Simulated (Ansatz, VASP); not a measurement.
As in VASP and in Ansatz

The input INCAR:

```
PREC = Accurate ; ENCUT = 520
EDIFF = 1E-6 ; ISMEAR = -1
SIGMA = 0.05 ; LREAL = False
LASPH = True ; NELM = 100
ALGO = Normal ; ISIF = 2
LWAVE = False ; LCHARG = False
GGA = CA ; NBANDS = 12
```

File KPOINTS:

```
Automatic mesh
0
Gamma
  13 13 13
```

Contents of POSCAR:

```
As
1.0
    0.0000000000      2.2833101216      2.2833101216
    2.2833101216      0.0000000000      2.2833101216
    2.2833101216      2.2833101216      0.0000000000
As
2
Direct
   -0.1250000000     -0.1250000000     -0.1250000000
    0.1250000000      0.1250000000      0.1250000000
```

Input for Ansatz:

```yaml
crystal:
  lattice:
    - [0.0, 2.2833101216, 2.2833101216]
    - [2.2833101216, 0.0, 2.2833101216]
    - [2.2833101216, 2.2833101216, 0.0]
  atoms:
    - { symbol: As, position: [-0.125, -0.125, -0.125] }
    - { symbol: As, position: [0.125, 0.125, 0.125] }
kpoints:
  mp_grid: { grid: [13, 13, 13] }
  band_path:
    path:
      - [0.0, 0.0, 0.0]
      - [0.5, 0.0, 0.5]
      - [0.625, 0.25, 0.625]
      - [0.375, 0.375, 0.75]
      - [0.0, 0.0, 0.0]
      - [0.5, 0.5, 0.5]
      - [0.5, 0.25, 0.75]
      - [0.5, 0.0, 0.5]
    npoints: 8
scf:
  occupations: { method: fermi_dirac, width: 0.05 }
hamiltonian:
  xc: lda
  pseudopotentials: { kind: paw }
output:
  forces: true
  stress: true
  eigenvalues: true
  populations: true
  dos: { projected: true, de: 0.2, e_range: [-14, 8] }
```

Change from the starting cell: volume scaled by 0.45, PAW files.

Alike in both runs: task single point; functional LDA; k mesh 13 × 13 × 13; occupations fermi-dirac, width 0.05 eV; no spin polarisation.

|  | VASP | Ansatz |
| --- | --- | --- |
| version | VASP 6.6.1 | Ansatz 0.2.0 |
| potentials or method | VASP PAW LDA potentials, release 64 (As) | PAW with Ansatz's default frozen-core files, scalar-relativistic |
| plane-wave cutoff (eV) | 520 | 420 |
| valence electrons in the cell | 10 | 30 |

Ansatz gave:

- pressure (GPa): 209.3

**Question.** Estimate VASP's values.

**Answer.** Pressure (GPa): 217.8.

The two sets of potentials don't hold the same shells in valence.

Caveats: the cell as given lies far from equilibrium; so large a pressure means that the cell lies far from this level's equilibrium, or that cutoff or potentials fall short (VASP).
